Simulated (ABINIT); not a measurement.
Runs of ABINIT 10.8.3 (patched build) on AlN. The structure is hexagonal, space group P6_3mc (No. 186). Conventional cell: a = 3.113 Å, b = 3.113 Å, c = 4.981 Å, α = 90.00°, β = 90.00°, γ = 120.00°. Around Al (site symmetry 3m) lie 4 N at 1.89 Å. N (site symmetry 3m) has 4 Al at 1.89 Å as nearest neighbours. 

```csv
task,level,potentials or basis,k mesh,gap on the mesh (eV),largest force (eV/Å)
band structure,rPW86PBE,JTH PAW PBE v2.0,10 × 10 × 6,4.38,0.12
band structure,SOGGA,JTH PAW PBE v2.0,10 × 10 × 6,4.02,0.14
single point,LDA,JTH PAW LDA v2.0,13 × 13 × 8,(a),(b)
single point,PBE,JTH PAW PBE v2.0,8 × 8 × 5,4.20,0.13
single point,PBEsol,JTH PAW PBE v2.0,8 × 8 × 5,4.12,0.13
band structure,WC,JTH PAW PBE v2.0,10 × 10 × 6,4.12,0.13
```

Alike in all rows: no spin polarisation; cell as given; cutoff (eV) 680; smearing fermi-dirac 0.05 eV.

Question: Fill in the values left out.

Answer: (a) 4.23; (b) 0.11.

Caveats: the PAW data sets were made with another functional, which shifts forces and pressure a little (some runs); an odd mesh through Γ misses points on the zone boundary, where band edges often lie (some runs).
